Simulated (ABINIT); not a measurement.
Crystal: Sb.

```
Sb
1.0
    -1.87134    1.87134    1.87134
     1.87134   -1.87134    1.87134
     1.87134    1.87134   -1.87134
Sb
1
Direct
  0.00000 0.00000 0.00000
```

This isn't the form of Sb at room conditions, which is rhombohedral.

Base run:

```yaml
Program: ABINIT 10.8.3 (patched build)
Functional: r2SCAN
Potentials_or_basis: JTH PAW PBE v2.0
Cutoff: 517 eV
k_mesh: 10 × 10 × 10
Occupations: fermi-dirac, width 0.05 eV
Spin: no spin polarisation
```

Its results: band gap on the k mesh none (metal or under the smearing width); pressure 2.4 GPa.

**Question.** After a change of settings the same cell gave: band gap on the k mesh none (metal or under the smearing width); pressure -0.6 GPa. Which change was it?
A. functional from r2SCAN to BLYP
B. functional from r2SCAN to SCAN
C. functional from r2SCAN to AM05

**Answer.** C.

Caveats: the PAW data sets were made with another functional, which shifts forces and pressure a little; spin-orbit coupling is left out, which moves the levels of the heavy elements.
